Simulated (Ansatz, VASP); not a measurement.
**CuH2 in VASP and in Ansatz**

```
Cu H
1.0
     5.00460    0.00000    0.00000
     0.00000    5.59241    0.00000
     0.00000    0.00000    3.22878
Cu H
2 4
Direct
  0.00000 0.00000 0.00000
  0.50000 0.50000 0.50000
  0.75000 0.66667 0.00000
  0.75000 0.16667 0.50000
  0.25000 0.83333 0.50000
  0.25000 0.33333 0.00000
```

Change from the starting cell: ordered vacancies on the cation sites of nickel arsenide (Pnnm, No. 58).

Alike in both runs: task single point; functional PBE; k mesh 4 × 4 × 6; occupations gaussian, width 0.1 eV; no spin polarisation.

|  | VASP | Ansatz |
| --- | --- | --- |
| version | VASP 6.6.1 | Ansatz 0.2.0 |
| potentials or method | VASP PAW PBE potentials, release 64 (Cu, H) | scalar-relativistic, plane waves, PAW |
| plane-wave cutoff (eV) | 520 | 420 |
| valence electrons in the cell | 26 | 42 |

```csv
,VASP,Ansatz,Ansatz less VASP
gap on the k mesh at the Fermi level (eV),none,none,-
pressure (GPa),-16.4,-16.4,0.00
largest component of the traceless stress (GPa),4.14,4.19,+0.045
rms of the force components (eV/Å),0.278,0.279,+0.0010
```

Atom by atom the forces differ by 0.001 eV/Å (rms over components). A gap of «none» marks a metal or a gap that the smearing closes. With one functional, cell and mesh, what is left measures potentials, basis and numerics. The two sets of potentials don't hold the same shells in valence.

Caveats: so large a pressure means that the cell lies far from this level's equilibrium, or that cutoff or potentials fall short (VASP).
